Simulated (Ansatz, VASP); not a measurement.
CdTe in VASP and in Ansatz

INCAR

```
ALGO = Normal
EDIFF = 1E-8
ENCUT = 520
GGA = PE
ISIF = 2
ISMEAR = -1
LASPH = True
LCHARG = False
LEFG = True
LREAL = False
LWAVE = False
NBANDS = 16
NELM = 60
PREC = Accurate
SIGMA = 0.01
```

KPOINTS

```
k-points
0
Gamma
  7 7 7
```

The input POSCAR:

```
CdTe
1.0
    0.0000000000      3.2821135562      3.2821135562
    3.2821135562      0.0000000000      3.2821135562
    3.2821135562      3.2821135562      0.0000000000
Cd Te
1 1
Direct
    0.0000000000      0.0000000000      0.0000000000
    0.7500000000      0.7500000000      0.7500000000
```

Input for Ansatz:

```yaml
crystal:
  lattice:
    - [0.0, 3.2821135562, 3.2821135562]
    - [3.2821135562, 0.0, 3.2821135562]
    - [3.2821135562, 3.2821135562, 0.0]
  atoms:
    - { symbol: Cd, position: [0.0, 0.0, 0.0] }
    - { symbol: Te, position: [0.75, 0.75, 0.75] }
kpoints:
  mp_grid: { grid: [7, 7, 7] }
  band_path:
    path:
      - [0.0, 0.0, 0.0]
      - [-0.5, -0.5, 0.0]
      - [-0.375, -0.375, 0.25]
      - [-0.375, 0.0, 0.375]
      - [0.0, 0.0, 0.0]
      - [0.0, 0.0, 0.5]
      - [-0.5, -0.25, 0.25]
      - [-0.5, -0.5, 0.0]
    npoints: 5
scf:
  occupations: { method: fermi_dirac, width: 0.01 }
hamiltonian:
  xc: pbe
  pseudopotentials: { kind: paw }
output:
  forces: true
  stress: true
  eigenvalues: true
  efg: { contact_densities: true }
```

Alike in both runs: task electric field gradients; functional PBE; k mesh 7 × 7 × 7; occupations fermi-dirac, width 0.01 eV; no spin polarisation.

|  | VASP | Ansatz |
| --- | --- | --- |
| version | VASP 6.6.1 | Ansatz 0.2.0 |
| potentials or method | VASP PAW PBE potentials, release 64 (Cd, Te) | PAW with Ansatz's default frozen-core files, scalar-relativistic |
| plane-wave cutoff (eV) | 520 | 420 |
| valence electrons in the cell | 18 | 36 |

```tsv
	VASP	Ansatz	Ansatz less VASP
gap on the k mesh at the Fermi level (eV)	0.66	0.66	+0.002
pressure (GPa)	1.0	0.9	-0.12
Vzz of the field gradient on the site that differs most (V/Å²)	0.0	0.0	0.00
```

The two sets of potentials don't hold the same shells in valence. Ansatz warned: «gradients_without_spin_orbit».

Caveats: spin-orbit coupling is left out, which moves the levels of the heavy elements.
